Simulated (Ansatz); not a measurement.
# InP

**The experiment.** The Crystallography Open Database holds a cell as deposited of cubic InP (space group F-43m), temperature not stated (1969): a = 5.850 Å, 25.02 Å³/atom.

From a printed reference work, data compilation, for a bulk crystal of InP: bulk modulus 71 GPa.

Level of theory: DFT, PBE, scalar-relativistic, no spin polarisation; plane waves to 420 eV with PAW datasets (Ansatz 0.2.0), Γ-centred 10×10×10 mesh, 0.05 eV Gaussian smearing. The datasets are Ansatz's generated set soft_2.

```
In P
1.0
     0.00000    2.97967    2.97967
     2.97967    0.00000    2.97967
     2.97967    2.97967    0.00000
In P
1 1
Direct
  0.00000 0.00000 0.00000
  0.75000 0.75000 0.75000
```

The chain of runs began from a cell as deposited in COD, expanded in volume. Of that entry: the entry's cell lengths or inner coordinates differ somewhat from later room-temperature determinations.

The cell above was scaled in volume, its shape and atoms being fixed by the lattice's symmetry. Energies are counted from the cell above.

The cell is relaxed to zero pressure at this level.

| V (Å³/atom) | ΔE (meV/atom) | P (GPa) | gap on the mesh (eV) |
| --- | --- | --- | --- |
| 25.40 | 8.5 | 2.7 | 0.67 |
| 25.93 | 2.1 | 1.3 | 0.55 |
| 26.45 | 0.0 | 0.0 | 0.44 |
| 26.98 | 1.9 | -1.1 | 0.33 |
| 27.51 | 7.3 | -2.1 | 0.23 |

Problem. What do the points give for the equilibrium volume, the bulk modulus and its pressure derivative (third-order Birch–Murnaghan)?

Solution. V0 = 26.46 Å³/atom, B0 = 59 GPa, B0′ = 4.7.

B0·V0 = 59.5 GPa × 26.46 Å³ = 9.82 eV/atom sets the scale: near the minimum ΔE ≈ ½ B0 V0 x², with x = V/V0 − 1, and a pressure of 0.6 GPa squeezes the volume by about 1 %. At the ends of the curve: x = −4.0 % predicts 7.9 meV/atom and the run gives 8.5; x = +4.0 % predicts 7.8 meV/atom and the run gives 7.3. The lopsidedness is anharmonic: atoms resist being pushed together more than being pulled apart.

**Against experiment.** PBE gives 5.959 Å and 26.45 Å³/atom, +5.7 % in volume (+1.9 % in length) from the database's cell. PBE usually overestimates volumes, but by less than this. The database's entry may also be off. Measured bulk modulus of InP: 71 GPa (a printed reference work, data compilation). This calculation gives 59 GPa (-16.2 %). Bulk moduli follow the volume steeply: with B0′ near 4, a cell 1 % too large is about 4 % too soft, and one too small too stiff.
